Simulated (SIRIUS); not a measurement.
The system is SiO2.

```xyz
12
Lattice="-2.6233 4.7768 4.4417 2.6233 -4.7768 4.4417 2.6233 4.7768 -4.4417" Properties=species:S:1:pos:R:3 pbc="T T T"
Si    2.6233   -0.8083    3.0643
Si    2.6233    3.9685   -3.0643
Si    0.0000    5.5850    1.3774
Si    0.0000    0.8083    7.5059
O     0.0000    4.7768    0.0000
O     0.0000    0.0000    0.0000
O    -1.3117    5.1892    2.2208
O     1.3117   -0.4125    2.2208
O     1.3117    4.3643   -2.2208
O     1.3117    5.1892    2.2208
O     0.0000    7.1651    1.0599
O     2.6233   -2.3884    3.3818
```

The cell comes from a database or a generator and needn't be the stable form of this composition.

Program: SIRIUS 7.12.0. Alike in all runs: task single point; potentials or basis PseudoDojo 0.4.1 PBE standard (scalar relativistic); no spin polarisation; cell as given; k mesh 3 × 3 × 3; cutoff (eV) 1152; smearing fermi-dirac 0.05 eV; the mesh is coarse, so values aren't converged.

Question: Order these runs on this cell by their pressure, lowest first.
A. level BLYP; libxc names ["XC_GGA_X_B88", "XC_GGA_C_LYP"]
B. level BPBE; libxc names ["XC_GGA_X_B88", "XC_GGA_C_PBE"]
C. level LDA; libxc names ["XC_LDA_X", "XC_LDA_C_PW"]

Answer: C (1.5 GPa), B (3.1 GPa), A (5.0 GPa).

Caveats: all runs use coarse meshes; the potentials were made for another functional, which shifts forces and pressure.

Runs at the PBE level aren't shown here.
